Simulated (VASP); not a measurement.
# Te2Pt (P-3m1) in VASP: band structure with PBE+D3(BJ)

Aim: the band structure of Te2Pt with PBE+D3(BJ).

Everything below comes from runs of VASP 6.6.1. Logs are shortened: lines on timing, memory, paths and dates and some standing lists are left out, and cuts for length are marked.

## Step 1: Starting point

It takes space group P-3m1 (No. 164, trigonal). Conventional cell: a = 4.050 Å, b = 4.050 Å, c = 5.087 Å, α = 90.00°, β = 90.00°, γ = 120.00°. Te (site symmetry 3m) has 3 Pt at 2.70 Å as nearest neighbours. Pt (site symmetry -3m) is surrounded by 6 Te at 2.70 Å.

## Step 2: Band structure, PBE+D3(BJ)

File INCAR:

```
SYSTEM = Te2Pt
ALGO = Normal ; EDIFF = 1E-7
ENCUT = 250 ; GGA = PE
ISIF = 2 ; ISMEAR = 0
IVDW = 12 ; LASPH = .True.
LCHARG = .False. ; LMAXMIX = 4
LREAL = .False. ; LWAVE = .False.
NELM = 80 ; PREC = Accurate
SIGMA = 0.02
```

File KPOINTS:

```
k-points
0
Gamma
  9 9 6
  0 0 0
```

File POSCAR:

```
Te2Pt                                   
1.0
    4.0497179297      0.0000000000     -0.0000000000
   -2.0248589648      3.5071586061     -0.0000000000
   -0.0000000000      0.0000000000      5.0869890649
  Te              Pt            
     2     1
Direct
     0.3333333300000021    0.6666666699999979    0.2666884062668105
     0.6666666699999979    0.3333333300000021    0.7333115937331895
     0.0000000000000000    0.0000000000000000    0.0000000000000000
```

File KPOINTS_OPT:

```
path GMKGALHA,LM,KH
20
line-mode
reciprocal
 0.0000000000  0.0000000000  0.0000000000  G
 0.5000000000  0.0000000000  0.0000000000  M

 0.5000000000  0.0000000000  0.0000000000  M
 0.3333333333  0.3333333333  0.0000000000  K

 0.3333333333  0.3333333333  0.0000000000  K
 0.0000000000  0.0000000000  0.0000000000  G

 0.0000000000  0.0000000000  0.0000000000  G
 0.0000000000  0.0000000000  0.5000000000  A

 0.0000000000  0.0000000000  0.5000000000  A
 0.5000000000  0.0000000000  0.5000000000  L

 0.5000000000  0.0000000000  0.5000000000  L
 0.3333333333  0.3333333333  0.5000000000  H

 0.3333333333  0.3333333333  0.5000000000  H
 0.0000000000  0.0000000000  0.5000000000  A

 0.5000000000  0.0000000000  0.5000000000  L
 0.5000000000  0.0000000000  0.0000000000  M

 0.3333333333  0.3333333333  0.0000000000  K
 0.3333333333  0.3333333333  0.5000000000  H
```

Potentials or basis: VASP PAW PBE potentials, release 64 (Te, Pt).

The run is started by

```sh
> cat potpaw_PBE.64/Te/POTCAR potpaw_PBE.64/Pt/POTCAR > POTCAR
> mpirun -np 1 vasp_std > vasp.out
```

OUTCAR:

```text
SYSTEM = Te2Pt
   EDIFF = 1E-7
   ENCUT = 250
   GGA = PE
   ISIF = 2
   ISMEAR = 0
   IVDW = 12
   LASPH = .True.
   LREAL = .False.
   NELM = 80
   PREC = Accurate
 IVDW          = 12

 ion  position               nearest neighbor table
   1  0.333  0.667  0.267-   3 2.70   3 2.70   3 2.70   2 3.33   2 3.33   2 3.33   2 3.58   2 3.58
                             2 3.58
   2  0.667  0.333  0.733-   3 2.70   3 2.70   3 2.70   1 3.33   1 3.33   1 3.33   1 3.58   1 3.58
                             1 3.58
   3  0.000  0.000  0.000-   1 2.70   2 2.70   2 2.70   1 2.70   2 2.70   1 2.70

  LATTYP: Found a hexagonal cell.
 ALAT       =     4.0497179297
 C/A-ratio  =     1.2561341687

  Lattice vectors:

 A1 = (   4.0497179297,   0.0000000000,   0.0000000000)
 A2 = (  -2.0248589648,   3.5071586061,   0.0000000000)
 A3 = (   0.0000000000,   0.0000000000,   5.0869890649)

Analysis of symmetry for initial positions (statically):
=====================================================================
 Subroutine PRICEL returns:
 Original cell was already a primitive cell.

 Routine SETGRP: Setting up the symmetry group for a
 hexagonal supercell.

 Subroutine GETGRP returns: Found 12 space group operations
 (whereof 12 operations were pure point group operations)
 out of a pool of 24 trial point group operations.

The static configuration has the point symmetry D_3d.

Analysis of symmetry for dynamics (positions and initial velocities):
=====================================================================
 Subroutine PRICEL returns:
 Original cell was already a primitive cell.

 Routine SETGRP: Setting up the symmetry group for a
 hexagonal supercell.

 Subroutine GETGRP returns: Found 12 space group operations
 (whereof 12 operations were pure point group operations)
 out of a pool of 24 trial point group operations.

The dynamic configuration has the point symmetry D_3d.

 Subroutine INISYM returns: Found 12 space group operations
 (whereof 12 operations are pure point group operations),
 and found     1 'primitive' translations

----------------------------------------------------------------------------------------

                                     Primitive cell

  volume of cell :      72.2505

  direct lattice vectors                    reciprocal lattice vectors
     4.049717930  0.000000000  0.000000000     0.246930778  0.142565551  0.000000000
    -2.024858965  3.507158606  0.000000000     0.000000000  0.285131103  0.000000000
     0.000000000  0.000000000  5.086989065     0.000000000  0.000000000  0.196579939

  length of vectors
     4.049717930  4.049717930  5.086989065     0.285131103  0.285131103  0.196579939

  position of ions in fractional coordinates (direct lattice)
     0.333333330  0.666666670  0.266688406
     0.666666670  0.333333330  0.733311594
     0.000000000  0.000000000  0.000000000

  ion indices of the primitive-cell ions
   primitive index   ion index
                 1           1
                 2           2
                 3           3

----------------------------------------------------------------------------------------

 KPOINTS: k-points

Automatic generation of k-mesh.
 Grid dimensions read from file:
 generate k-points for:    9    9    6

 Generating k-lattice:

  Cartesian coordinates                     Fractional coordinates (reciprocal lattice)
     0.027436753  0.015840617  0.000000000     0.111111111  0.000000000  0.000000000
     0.000000000  0.031681234  0.000000000     0.000000000  0.111111111  0.000000000
     0.000000000  0.000000000  0.032763323     0.000000000  0.000000000  0.166666667

  Length of vectors
     0.031681234  0.031681234  0.032763323

  Shift w.r.t. Gamma in fractional coordinates (k-lattice)
     0.000000000  0.000000000  0.000000000

 Subroutine IBZKPT returns following result:
 ===========================================

 Found     62 irreducible k-points:

 Following reciprocal coordinates:
            Coordinates               Weight
  0.000000  0.000000  0.000000      1.000000
  0.111111 -0.000000  0.000000      6.000000
  0.222222  0.000000  0.000000      6.000000
  0.333333  0.000000  0.000000      6.000000
  0.444444  0.000000  0.000000      6.000000
  0.111111  0.111111  0.000000      6.000000
[... 16 lines left out ...]
  0.222222  0.111111  0.166667     12.000000
 -0.111111  0.333333  0.166667     12.000000
 [... further k-points ...]
   k-points           NKPTS =     62   k-points in BZ     NKDIM =     62   number of bands    NBANDS=     15
   number of dos      NEDOS =    301   number of ions     NIONS =      3
   total plane-waves  NPLWV =  16128
   dimension x,y,z NGX =    24 NGY =   24 NGZ =   28
   dimension x,y,z NGXF=    48 NGYF=   48 NGZF=   56
   ions per type =               2   1
   NGX,Y,Z   is equivalent  to a cutoff of   9.85,  9.85,  9.15 a.u.
   NGXF,Y,Z  is equivalent  to a cutoff of  19.70, 19.70, 18.30 a.u.
 SYSTEM =  Te2Pt
   PREC   = accura    normal or accurate (medium, high low for compatibility)
   ISTART =      0    job   : 0-new  1-cont  2-samecut
   ICHARG =      2    charge: 1-file 2-atom 10-const
   ISPIN  =      1    spin polarized calculation?
   LNONCOLLINEAR =      F non collinear calculations
   LSORBIT =      F    spin-orbit coupling
   LASPH  =      T    aspherical Exc in radial PAW
   ENCUT  =  250.0 eV  18.37 Ry    4.29 a.u.   5.22  5.22  6.56*2*pi/ulx,y,z
   NELM   =     80;   NELMIN=  2; NELMDL= -5     # of ELM steps
   EDIFF  = 0.1E-06   stopping-criterion for ELM
   LREAL  =      F    real-space projection
   EDIFFG = 0.1E-05   stopping-criterion for IOM
   NSW    =      0    number of steps for IOM
   IBRION =     -1    ionic relax: 0-MD 1-quasi-New 2-CG
   NFREE  =      0    steps in history (QN), initial steepest desc. (CG)
   ISIF   =      2    stress and relaxation
   ISYM   =      2    0-nonsym 1-usesym 2-fastsym
   POTIM  = 0.5000    time-step for ionic-motion
   TEBEG  =    0.0;   TEEND  =   0.0 temperature during run
   PSTRESS=    0.0 pullay stress
   NELECT =      22.0000    total number of electrons
   NUPDOWN=      -1.0000    fix difference up-down
   EMIN   =  10.00;   EMAX   =-10.00  energy-range for DOS
   EFERMI =   0.00;   METHOD = LEGACY
   ISMEAR =     0;   SIGMA  =   0.02  broadening in eV -4-tet -1-fermi 0-gaus
   EFERMI_NEDOS =   21; number of points for ismear=-14 and -15
   IALGO  =     38    algorithm
   IMIX   =      4    mixing-type and parameters
     AMIX     =   0.40;   BMIX     =  1.00
     AMIX_MAG =   1.60;   BMIX_MAG =  1.00
  volume/ion in A,a.u.               =      24.08       162.52
  Fermi-wavevector in a.u.,A,eV,Ry     =   1.101375  2.081298 16.504247  1.213028
  Thomas-Fermi vector in A             =   2.237802
   LORBIT       =      0    0 simple, 1 ext, 2 COOP (PROOUT), +10 PAW based schemes
   GGA     = PE    functional components
   LHFCALC =     F    Hartree Fock is set to
   AEXX    =    0.0000 exact exchange contribution
   IVDW    =    12    specifies the selected vdW correction
   LEPSILON=     F    determine dielectric tensor
   LRPA    =     F    only Hartree local field effects (RPA)
 non-spin polarized calculation
 Gauss-broadening in eV      SIGMA  =   0.02
  energy-cutoff  :      250.00
  volume of cell :       72.25
 maximum number of plane-waves:       665
 NGX is ok and might be reduce to    24
   NGX = 11   NGY = 11   NGZ = 13

 number of electron      22.0000004 magnetization

 Free energy of the ion-electron system (eV)
  ---------------------------------------------------
  ext. energy  EPLUGINS =         0.00000000
  ---------------------------------------------------
  free energy    TOTEN  =       -13.52452423 eV

  energy without entropy =      -13.52435056  energy(sigma->0) =      -13.52443739

 E-fermi :   8.9055     XC(G=0): -10.6330

 val. band max:        8.8965029999   @ k =   0.4444   0.1111   0.0000
 cond. band min:       8.9238784389   @ k =   0.1111   0.1111   0.5000
 fundamental gap:      0.0273754389
 Fermi energy:         8.9054650298

 k-point     1 :       0.0000    0.0000    0.0000
  band No.  band energies     occupation
      1      -5.2229      2.00000
      2      -1.5898      2.00000
      3       2.1287      2.00000
      4       3.2225      2.00000
      5       3.2225      2.00000
      6       5.1956      2.00000
      7       5.1956      2.00000
      8       6.2463      2.00000
      9       8.3997      2.00000
     10       8.3997      2.00000
     11       9.6754      0.00000
     12       9.6754      0.00000
     13      10.5080      0.00000
     14      11.4800      0.00000
     15      13.1010      0.00000

 k-point     2 :       0.1111   -0.0000    0.0000
  band No.  band energies     occupation
      1      -5.0906      2.00000
      2      -1.6788      2.00000
      3       2.2837      2.00000
      4       3.2942      2.00000
      5       3.3448      2.00000
      6       5.0778      2.00000
      7       5.1333      2.00000
      8       6.0724      2.00000
      9       7.5298      2.00000
     10       7.9395      2.00000
     11       9.0054      0.00000
     12      10.0896      0.00000
     13      10.8769      0.00000
     14      12.2587      0.00000
     15      13.6025      0.00000
[... 365 lines left out ...]
      3       2.9338      2.00000
      4       3.6323      2.00000
      5       3.8339      2.00000
      6       4.3718      2.00000
      7       4.7644      2.00000
      8       5.5337      2.00000
      9       6.1304      2.00000
     10       6.6769      2.00000
     11       7.5122      2.00000
     12      10.2915      0.00000
     13      11.0621      0.00000
     14      13.1126      0.00000
     15      14.0463      0.00000

 k-point    24 :      -0.1111    0.3333    0.1667
  band No.  band energies     occupation
      1      -4.2482      2.00000
      2      -2.2564      2.00000
      3       2.6295      2.00000
      4       3.4843      2.00000
      5       3.6738      2.00000
      6       4.3727      2.00000
      7       4.9714      2.00000
      8       5.5118      2.00000
      9       6.5205      2.00000
     10       6.9558      2.00000
     11       8.6186      2.00000
     12       9.2352      0.00000
     13      10.1900      0.00000
     14      12.6864      0.00000
     15      14.2366      0.00000

 [... further k-points ...]

------------------------ aborting loop because EDIFF is reached ----------------------------------------

 Edisp (eV)   -1.70231

 E8    (eV) :    -0.7813

  FORCE on cell =-STRESS in cart. coord.  units (eV):
  Direction    XX          YY          ZZ          XY          YZ          ZX
  --------------------------------------------------------------------------------------
  -------------------------------------------------------------------------------------
  Total      -0.00092    -0.00092    -0.00226    -0.00000     0.00000     0.00000
  in kB      -0.02047    -0.02047    -0.05008    -0.00000     0.00000     0.00000
  external pressure =       -0.03 kB  Pullay stress =        0.00 kB

 VOLUME and BASIS-vectors are now :
 -----------------------------------------------------------------------------
  energy-cutoff  :      250.00
  volume of cell :       72.25
      direct lattice vectors                 reciprocal lattice vectors
     4.049717930  0.000000000  0.000000000     0.246930778  0.142565551  0.000000000
    -2.024858965  3.507158606  0.000000000     0.000000000  0.285131103  0.000000000
     0.000000000  0.000000000  5.086989065     0.000000000  0.000000000  0.196579939

 POSITION                                       TOTAL-FORCE (eV/Angst)
 -----------------------------------------------------------------------------------
     -0.00000      2.33811      1.35664        -0.000000      0.000000      0.001437
      2.02486      1.16905      3.73035         0.000000     -0.000000     -0.001437
      0.00000      0.00000      0.00000         0.000000      0.000000      0.000000
 -----------------------------------------------------------------------------------
    total drift:                                0.000000     -0.000000      0.000000

  FREE ENERGIE OF THE ION-ELECTRON SYSTEM (eV)
  ---------------------------------------------------
  free  energy   TOTEN  =       -15.2268294280 eV

  energy  without entropy=      -15.2266557597  energy(sigma->0) =      -15.22674259
```

Wall time 60 s (1 thread of AMD EPYC 7R13 (Zen 3), shared host); peak memory 0.15 GiB.

Results:

```
Free energy                : -15.2268 eV
Band gap along the path    : none (metal or under the smearing width)
Dispersion energy per atom : -0.567 eV
```

Levels at the corners of the path, in eV from the Fermi level:
```csv
point,band 8,band 9,band 10,band 11,band 12,band 13,band 14,band 15
Γ,-2.66,-0.51,-0.51,0.77,0.77,1.60,2.57,4.20
M,-3.41,-3.36,-3.26,-2.88,0.08,2.66,3.96,5.44
M,-3.41,-3.36,-3.26,-2.88,0.08,2.66,3.96,5.44
K,-3.60,-1.87,-1.79,-1.79,-0.17,-0.17,2.53,6.45
K,-3.60,-1.87,-1.79,-1.79,-0.17,-0.17,2.53,6.45
Γ,-2.66,-0.51,-0.51,0.77,0.77,1.60,2.57,4.20
Γ,-2.66,-0.51,-0.51,0.77,0.77,1.60,2.57,4.20
A,-2.27,-1.38,-1.36,-1.36,2.24,2.24,4.21,4.93
A,-2.27,-1.38,-1.36,-1.36,2.24,2.24,4.21,4.93
L,-3.36,-3.20,-2.28,-0.68,0.22,1.36,4.42,4.52
L,-3.36,-3.20,-2.28,-0.68,0.22,1.36,4.42,4.52
H,-3.96,-3.43,-2.69,-2.69,2.69,2.69,5.86,6.83
H,-3.96,-3.43,-2.69,-2.69,2.69,2.69,5.86,6.84
A,-2.27,-1.38,-1.36,-1.36,2.24,2.24,4.21,4.93
L,-3.36,-3.20,-2.28,-0.68,0.22,1.36,4.42,4.52
M,-3.41,-3.36,-3.26,-2.88,0.08,2.66,3.96,5.44
K,-3.60,-1.87,-1.79,-1.79,-0.17,-0.17,2.53,6.45
H,-3.96,-3.43,-2.69,-2.69,2.69,2.69,5.86,6.84
```

Caveat: the cutoff is under 1.25 times the usual one of these potentials, so pressure, stress and relaxed cells hold a basis-set (Pulay) error; spin-orbit coupling is left out, which moves the levels of the heavy elements; pairwise dispersion overbinds metals, which lowers pressure and volume.
